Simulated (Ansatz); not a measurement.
Runs of Ansatz 0.2.0 on V. The structure is cubic, space group Im-3m (No. 229). The conventional cell has a = 3.029 Å, b = 3.029 Å, c = 3.029 Å, α = 90.00°, β = 90.00°, γ = 90.00°. Around V (site symmetry m-3m) lie 8 V at 2.62 Å. 

| task | level | U | cell | k mesh | smearing | points for each segment of the path | hubbard projectors | double counting | atoms under strain | mesh quality | gap on the mesh (eV) | pressure (GPa) | moment (μB) | relaxed volume (Å³/atom) |
| --- | --- | --- | --- | --- | --- | --- | --- | --- | --- | --- | --- | --- | --- | --- |
| single point | PBE0 | - | as given | 6 × 6 × 6 | fermi-dirac 0.05 eV | - | - | - | - | coarse | none | -8.5 | 0.78 | - |
| single point | RPBE | - | as given | 12 × 12 × 12 | gaussian 0.1 eV | - | - | - | - | not flagged | none | -1.2 | 0.00 | - |
| relaxation of cell and atoms | PBE0 | - | relaxed | 6 × 6 × 6 | fermi-dirac 0.05 eV | - | - | - | - | coarse | none | 0.0 | 0.78 | 13.27 |
| band structure | BLYP | - | as given | 12 × 12 × 12 | fermi-dirac 0.05 eV | 14 | - | - | - | not flagged | none | -0.7 | 0.00 | - |
| relaxation of cell and atoms | BLYP+D4 | - | relaxed | 12 × 12 × 12 | fermi-dirac 0.05 eV | - | - | - | - | not flagged | none | 0.0 | 0.00 | (a) |
| band structure | HSE03 | - | as given | 6 × 6 × 6 | fermi-dirac 0.05 eV | 4 | - | - | - | coarse | none | (b) | 0.78 | - |
| relaxation of cell and atoms | PBEsol | - | relaxed | 12 × 12 × 12 | fermi-dirac 0.05 eV | - | - | - | - | not flagged | - | 0.0 | 0.00 | (c) |
| relaxation of cell and atoms | BLYP+D3(BJ) | - | relaxed | 12 × 12 × 12 | fermi-dirac 0.05 eV | - | - | - | - | not flagged | - | 0.0 | 0.00 | 12.32 |
| electric field gradients | PBEsol+U | V d U = 5.0 eV | as given | 12 × 12 × 12 | tetrahedron | - | ortho-atomic (the default) | fll (the default) | - | not flagged | none | 38.4 | 2.30 | - |
| relaxation of cell and atoms | revPBE+D3(BJ) | - | relaxed | 12 × 12 × 12 | fermi-dirac 0.05 eV | - | - | - | - | not flagged | - | 0.0 | 0.00 | 12.51 |
| relaxation of cell and atoms | RPBE+D3(BJ) | - | relaxed | 12 × 12 × 12 | fermi-dirac 0.05 eV | - | - | - | - | not flagged | none | 0.0 | 0.00 | 10.69 |
| elastic constants | LDA | - | as given | 9 × 9 × 9 | fermi-dirac 0.05 eV | - | - | - | clamped | not flagged | none | -18.2 | 0.00 | - |

Alike in all rows: potentials or basis Ansatz PAW; spin collinear, ferromagnetic start; cutoff (eV) 420.

Question: Fill in the values left out.

Answer: (a) 13.25; (b) -7.3; (c) 12.94.

Caveats: some runs use coarse meshes; the PAW data sets come from PBE, with cores solved anew for the run's functional, which leaves a small shift of forces and pressure; the starting moments weren't kept (some runs); the plane-wave basis is chosen anew once the cell has moved, so the energies of steps on either side of that aren't comparable (some runs); the magnetic or orbital state may not be the lowest (some runs); the thresholds are loose for stress (some runs); pairwise dispersion overbinds metals, which lowers pressure and volume (some runs); the volume moved by -11 % from the deposited cell, more than functionals usually miss (some runs).

A gap of «none» marks a metal or a gap under the smearing width.

Runs at the PBE level aren't shown here.
